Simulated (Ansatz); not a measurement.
## What a change of settings does to a run on Gd

The cell was built from the sc type and relaxed in the same program, and has space group Pm-3m; it needn't be a known or the stable phase.

First run: DFT, PBE, all-electron PAW with datasets made for the crystal, scalar-relativistic (Ansatz 0.2.0).

Command: `ansatz run input.yaml --threads 1 --pin off --max-ram 3072MiB --backend cpu --events-out ev --progress --plain --runs-dir out` The run took about 26 s on 1 thread of a shared machine.

```yaml
crystal:
  lattice:
    - [3.2602005662, 0.0, 0.0]
    - [0.0, 3.2602005662, 0.0]
    - [0.0, 0.0, 3.2602005662]
  atoms:
    - { symbol: Gd, position: [0.0, 0.0, 0.0], spin: 7.0 }
magnetization:
  spin_polarized: true
kpoints:
  mp_grid: { grid: [10, 10, 10] }
  band_path:
    path:
      - [0.0, 0.0, 0.0]
      - [0.0, 0.5, 0.0]
      - [0.5, 0.5, 0.0]
      - [0.0, 0.0, 0.0]
      - [0.5, 0.5, 0.5]
      - [0.0, 0.5, 0.0]
      - [0.5, 0.5, 0.5]
      - [0.5, 0.5, 0.0]
    npoints: 8
scf:
  occupations: { method: fermi_dirac, width: 0.05 }
hamiltonian:
  xc: pbe
  pseudopotentials: { kind: all_electron, datasets: crystal }
output:
  forces: true
  stress: true
  eigenvalues: true
  efg: { contact_densities: true }
```

Result: converged; pressure 0.02 GPa; moment 7.87 μB; 8 SCF iterations.

Where the f shell is localised, expect the real compound to differ from this run without U.

No spin–orbit coupling, which matters for the heavy atoms here.

A second run of a changed input logged this at its end:

```
Error: invalid value for `scf.mixing.beta`: must be finite and in (0, 1]; got 1.5
```

**Question.** What was wrong with the input?

**Answer.** Mixing far too strong, by this change (others could give a like log):
```diff
@@ -23,4 +23,6 @@
 scf:
   occupations: { method: fermi_dirac, width: 0.05 }
+  mixing: { algorithm: anderson, beta: 1.5, ndim: 1, preconditioner: none }
+  max_iter: 50
 hamiltonian:
   xc: pbe
```
